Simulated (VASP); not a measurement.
# InP (P6_3/mmc) in VASP: further runs

Runs on InP. Level: PBE. Tasks: single point.

Everything below comes from runs of VASP 6.6.1. Logs are shortened: lines on timing, memory, paths and dates and some standing lists are left out, and cuts for length are marked.

## Step 1: Starting point

The structure is hexagonal, space group P6_3/mmc (No. 194). The conventional cell has a = 3.853 Å, b = 3.853 Å, c = 6.553 Å, α = 90.00°, β = 90.00°, γ = 120.00°. In (site symmetry -3m) has 6 P at 2.76 Å as nearest neighbours. P (site symmetry -6m2) has 6 In at 2.76 Å as nearest neighbours.

The cell was built by a generator and needn't be a form met in nature.

## Step 2: Single point, PBE

Input file INCAR:

```
PREC     = Accurate       # precision mode
ENCUT    = 520            # plane-wave cutoff, eV
EDIFF    = 1E-6           # SCF threshold, eV
ISMEAR   = -1             # smearing method
SIGMA    = 0.02           # smearing width, eV
LREAL    = F              # projectors in reciprocal space
LASPH    = T              # aspherical terms in the spheres
NELM     = 100            # most SCF steps
ALGO     = Normal         # electronic algorithm
ISIF     = 2              # what is computed and relaxed
LWAVE    = F              # write WAVECAR
LCHARG   = F              # write CHGCAR
GGA      = PE             # functional
NBANDS   = 26             # bands
```

Input file KPOINTS:

```
regular mesh
0
Gamma
  6 6 4
```

Input file POSCAR:

```
InP
1.0
    3.8532866816      0.0000000000      0.0000000000
   -1.9266433408      3.3370441544      0.0000000000
    0.0000000000      0.0000000000      6.5534407716
In P
2 2
Direct
    0.0000000000      0.0000000000      0.0000000000
    0.0000000000      0.0000000000      0.5000000000
    0.3333333333      0.6666666667      0.2500000000
    0.6666666667      0.3333333333      0.7500000000
```

Potentials or basis: VASP PAW PBE potentials, release 64 (In_d, P).

Launch:

```sh
$ cat potpaw_PBE.64/In_d/POTCAR potpaw_PBE.64/P/POTCAR > POTCAR
$ mpirun -np 1 vasp_std > vasp.out
```

OUTCAR:

```text
PREC = Accurate
   ENCUT = 520
   EDIFF = 1E-6
   ISMEAR = -1
   LREAL = F
   LASPH = T
   NELM = 100
   ISIF = 2
   GGA = PE

 ion  position               nearest neighbor table
   1  0.000  0.000  0.000-   3 2.76   4 2.76   4 2.76   3 2.76   4 2.76   3 2.76   2 3.28   2 3.28

   2  0.000  0.000  0.500-   3 2.76   4 2.76   4 2.76   3 2.76   4 2.76   3 2.76   1 3.28   1 3.28

   3  0.333  0.667  0.250-   1 2.76   2 2.76   1 2.76   2 2.76   1 2.76   2 2.76
   4  0.667  0.333  0.750-   1 2.76   2 2.76   1 2.76   2 2.76   1 2.76   2 2.76

  LATTYP: Found a hexagonal cell.
 ALAT       =     3.8532866816
 C/A-ratio  =     1.7007405140

  Lattice vectors:

 A1 = (   3.8532866816,   0.0000000000,   0.0000000000)
 A2 = (  -1.9266433408,   3.3370441544,   0.0000000000)
 A3 = (   0.0000000000,   0.0000000000,   6.5534407716)

Analysis of symmetry for initial positions (statically):
=====================================================================
 Subroutine PRICEL returns:
 Original cell was already a primitive cell.

 Routine SETGRP: Setting up the symmetry group for a
 hexagonal supercell.

 Subroutine GETGRP returns: Found 24 space group operations
 (whereof 12 operations were pure point group operations)
 out of a pool of 24 trial point group operations.

The static configuration has the point symmetry D_3d.
 The point group associated with its full space group is D_6h.

Analysis of symmetry for dynamics (positions and initial velocities):
=====================================================================
 Subroutine PRICEL returns:
 Original cell was already a primitive cell.

 Routine SETGRP: Setting up the symmetry group for a
 hexagonal supercell.

 Subroutine GETGRP returns: Found 24 space group operations
 (whereof 12 operations were pure point group operations)
 out of a pool of 24 trial point group operations.

The dynamic configuration has the point symmetry D_3d.
 The point group associated with its full space group is D_6h.

 Subroutine INISYM returns: Found 24 space group operations
 (whereof 12 operations are pure point group operations),
 and found     1 'primitive' translations

----------------------------------------------------------------------------------------

                                     Primitive cell

  volume of cell :      84.2680

  direct lattice vectors                    reciprocal lattice vectors
     3.853286682  0.000000000  0.000000000     0.259518713  0.149833199  0.000000000
    -1.926643341  3.337044154  0.000000000     0.000000000  0.299666397  0.000000000
     0.000000000  0.000000000  6.553440772     0.000000000  0.000000000  0.152591598

  length of vectors
     3.853286682  3.853286682  6.553440772     0.299666397  0.299666397  0.152591598

  position of ions in fractional coordinates (direct lattice)
     0.000000000  0.000000000  0.000000000
     0.000000000  0.000000000  0.500000000
     0.333333333  0.666666667  0.250000000
     0.666666667  0.333333333  0.750000000

  ion indices of the primitive-cell ions
   primitive index   ion index
                 1           1
                 2           2
                 3           3
                 4           4

----------------------------------------------------------------------------------------

 KPOINTS: regular mesh

Automatic generation of k-mesh.
 Grid dimensions read from file:
 generate k-points for:    6    6    4

 Generating k-lattice:

  Cartesian coordinates                     Fractional coordinates (reciprocal lattice)
     0.043253119  0.024972200  0.000000000     0.166666667  0.000000000  0.000000000
     0.000000000  0.049944400  0.000000000     0.000000000  0.166666667  0.000000000
     0.000000000  0.000000000  0.038147900     0.000000000  0.000000000  0.250000000

  Length of vectors
     0.049944400  0.049944400  0.038147900

  Shift w.r.t. Gamma in fractional coordinates (k-lattice)
     0.000000000  0.000000000  0.000000000

 Subroutine IBZKPT returns following result:
 ===========================================

 Found     21 irreducible k-points:

 Following reciprocal coordinates:
            Coordinates               Weight
  0.000000  0.000000  0.000000      1.000000
  0.166667  0.000000  0.000000      6.000000
  0.333333 -0.000000  0.000000      6.000000
  0.500000 -0.000000  0.000000      3.000000
  0.166667  0.166667  0.000000      6.000000
  0.333333  0.166667  0.000000     12.000000
[... 13 lines left out ...]
  0.333333  0.166667  0.500000     12.000000
  0.333333  0.333333  0.500000      2.000000
   k-points           NKPTS =     21   k-points in BZ     NKDIM =     21   number of bands    NBANDS=     26
   number of dos      NEDOS =    301   number of ions     NIONS =      4
   total plane-waves  NPLWV =  45000
   dimension x,y,z NGX =    30 NGY =   30 NGZ =   50
   dimension x,y,z NGXF=    60 NGYF=   60 NGZF=  100
   ions per type =               2   2
   NGX,Y,Z   is equivalent  to a cutoff of  12.94, 12.94, 12.68 a.u.
   NGXF,Y,Z  is equivalent  to a cutoff of  25.89, 25.89, 25.37 a.u.
 SYSTEM =  unknown system
   PREC   = accura    normal or accurate (medium, high low for compatibility)
   ISTART =      0    job   : 0-new  1-cont  2-samecut
   ICHARG =      2    charge: 1-file 2-atom 10-const
   ISPIN  =      1    spin polarized calculation?
   LNONCOLLINEAR =      F non collinear calculations
   LSORBIT =      F    spin-orbit coupling
   LASPH  =      T    aspherical Exc in radial PAW
   ENCUT  =  520.0 eV  38.22 Ry    6.18 a.u.   7.16  7.16 12.19*2*pi/ulx,y,z
   NELM   =    100;   NELMIN=  2; NELMDL= -5     # of ELM steps
   EDIFF  = 0.1E-05   stopping-criterion for ELM
   LREAL  =      F    real-space projection
   EDIFFG = 0.1E-04   stopping-criterion for IOM
   NSW    =      0    number of steps for IOM
   IBRION =     -1    ionic relax: 0-MD 1-quasi-New 2-CG
   NFREE  =      0    steps in history (QN), initial steepest desc. (CG)
   ISIF   =      2    stress and relaxation
   ISYM   =      2    0-nonsym 1-usesym 2-fastsym
   POTIM  = 0.5000    time-step for ionic-motion
   TEBEG  =    0.0;   TEEND  =   0.0 temperature during run
   PSTRESS=    0.0 pullay stress
   NELECT =      36.0000    total number of electrons
   NUPDOWN=      -1.0000    fix difference up-down
   EMIN   =  10.00;   EMAX   =-10.00  energy-range for DOS
   EFERMI =   0.00;   METHOD = LEGACY
   ISMEAR =    -1;   SIGMA  =   0.02  broadening in eV -4-tet -1-fermi 0-gaus
   EFERMI_NEDOS =   21; number of points for ismear=-14 and -15
   IALGO  =     38    algorithm
   IMIX   =      4    mixing-type and parameters
     AMIX     =   0.40;   BMIX     =  1.00
     AMIX_MAG =   1.60;   BMIX_MAG =  1.00
  volume/ion in A,a.u.               =      21.07       142.17
  Fermi-wavevector in a.u.,A,eV,Ry     =   1.232976  2.329988 20.683997  1.520231
  Thomas-Fermi vector in A             =   2.367725
   LORBIT       =      0    0 simple, 1 ext, 2 COOP (PROOUT), +10 PAW based schemes
   GGA     = PE    functional components
   LHFCALC =     F    Hartree Fock is set to
   AEXX    =    0.0000 exact exchange contribution
   IVDW    =     0    specifies the selected vdW correction
   LEPSILON=     F    determine dielectric tensor
   LRPA    =     F    only Hartree local field effects (RPA)
 non-spin polarized calculation
  energy-cutoff  :      520.00
  volume of cell :       84.27
 maximum number of plane-waves:      2295
 NGX is ok and might be reduce to    30
   NGX = 15   NGY = 15   NGZ = 25

 number of electron      36.0000017 magnetization

 Free energy of the ion-electron system (eV)
  ---------------------------------------------------
  ext. energy  EPLUGINS =         0.00000000
  ---------------------------------------------------
  free energy    TOTEN  =       -15.56111551 eV

  energy without entropy =      -15.55760296  energy(sigma->0) =      -15.55935924

 E-fermi :   7.3283     XC(G=0): -10.4047

 val. band max:        7.3115431340   @ k =   0.5000  -0.0000   0.0000
 cond. band min:       7.3462962184   @ k =   0.5000  -0.0000   0.2500
 fundamental gap:      0.0347530843
 Fermi energy:         7.3283485736

 k-point     1 :       0.0000    0.0000    0.0000
  band No.  band energies     occupation
      1      -7.3161      2.00000
      2      -7.2091      2.00000
      3      -7.2091      2.00000
      4      -7.1075      2.00000
      5      -7.1075      2.00000
      6      -7.1001      2.00000
[... 18 lines left out ...]
     25      13.4932      0.00000
     26      13.6232      0.00000

 k-point     2 :       0.1667    0.0000    0.0000
  band No.  band energies     occupation
      1      -7.3062      2.00000
      2      -7.2814      2.00000
      3      -7.2062      2.00000
      4      -7.1203      2.00000
      5      -7.1095      2.00000
      6      -7.0850      2.00000
[... 18 lines left out ...]
     25      13.3634      0.00000
     26      13.8160      0.00000

 k-point     3 :       0.3333   -0.0000    0.0000
  band No.  band energies     occupation
      1      -7.4148      2.00000
      2      -7.2866      2.00000
      3      -7.2106      2.00000
      4      -7.1513      2.00000
      5      -7.1275      2.00000
      6      -7.0474      2.00000
[... 18 lines left out ...]
     25      14.4203      0.00000
     26      15.3175      0.00000

 k-point     4 :       0.5000   -0.0000    0.0000
  band No.  band energies     occupation
      1      -7.4753      2.00000
      2      -7.2780      2.00000
      3      -7.2153      2.00000
      4      -7.1682      2.00000
      5      -7.1362      2.00000
      6      -7.0371      2.00000
[... 18 lines left out ...]
     25      14.3118      0.00000
     26      16.7383      0.00000
[... 409 lines left out ...]
      1      -7.2457      2.00000
      2      -7.2457      2.00000
      3      -7.1380      2.00000
      4      -7.1380      2.00000
      5      -7.1021      2.00000
      6      -7.1021      2.00000
[... 18 lines left out ...]
     25      14.1817      0.00000
     26      14.1817      0.00000

 k-point    20 :       0.3333    0.1667    0.5000
  band No.  band energies     occupation
      1      -7.2938      2.00000
      2      -7.2938      2.00000
      3      -7.1448      2.00000
      4      -7.1448      2.00000
      5      -7.1018      2.00000
      6      -7.1018      2.00000
[... 18 lines left out ...]
     25      15.4842      0.00000
     26      15.4844      0.00000

 k-point    21 :       0.3333    0.3333    0.5000
  band No.  band energies     occupation
      1      -7.2849      2.00000
      2      -7.2849      2.00000
      3      -7.1695      2.00000
      4      -7.1695      2.00000
      5      -7.0742      2.00000
      6      -7.0742      2.00000
[... 18 lines left out ...]
     25      15.2572      0.00000
     26      15.2572      0.00000

------------------------ aborting loop because EDIFF is reached ----------------------------------------

  FORCE on cell =-STRESS in cart. coord.  units (eV):
  Direction    XX          YY          ZZ          XY          YZ          ZX
  --------------------------------------------------------------------------------------
  -------------------------------------------------------------------------------------
  Total        0.9030425      0.9030425      1.0597763      0.0000000      0.0000000     -0.0000000
  in kB       17.1694390     17.1694390     20.1494001      0.0000000      0.0000000     -0.0000000
  external PRESSURE =      18.1627594 kB  Pullay stress =       0.0000000 kB

 VOLUME and BASIS-vectors are now :
 -----------------------------------------------------------------------------
  energy-cutoff  :      520.00
  volume of cell :       84.27
      direct lattice vectors                 reciprocal lattice vectors
     3.853286682  0.000000000  0.000000000     0.259518713  0.149833199  0.000000000
    -1.926643341  3.337044154  0.000000000     0.000000000  0.299666397  0.000000000
     0.000000000  0.000000000  6.553440772     0.000000000  0.000000000  0.152591598

 POSITION                                       TOTAL-FORCE (eV/Angst)
 -----------------------------------------------------------------------------------
      0.00000      0.00000      0.00000         0.000000      0.000000     -0.000000
      0.00000      0.00000      3.27672        -0.000000      0.000000     -0.000000
     -0.00000      2.22470      1.63836        -0.000000      0.000000      0.000000
      1.92664      1.11235      4.91508         0.000000     -0.000000      0.000000
 -----------------------------------------------------------------------------------
    total drift:                                0.000000      0.000000      0.000000

  FREE ENERGIE OF THE ION-ELECTRON SYSTEM (eV)
  ---------------------------------------------------
  free  energy   TOTEN  =       -15.5611155145 eV

  energy  without entropy=      -15.5576029573  energy(sigma->0) =      -15.55935924
```

It took 21 s on 1 thread of Intel Xeon 6975P-C (Granite Rapids), shared host; peak memory 0.21 GiB.

What came out:

| Property | Result |
| --- | --- |
| Free energy | -15.5611 eV |
| Pressure | 1.8 GPa |
| Band gap on the k mesh | none (metal or under the smearing width) |

Stress tensor (GPa, compression positive):
```
1.72 0.00 0.00
0.00 1.72 0.00
0.00 0.00 2.01
```

[end of part 1 of 2]
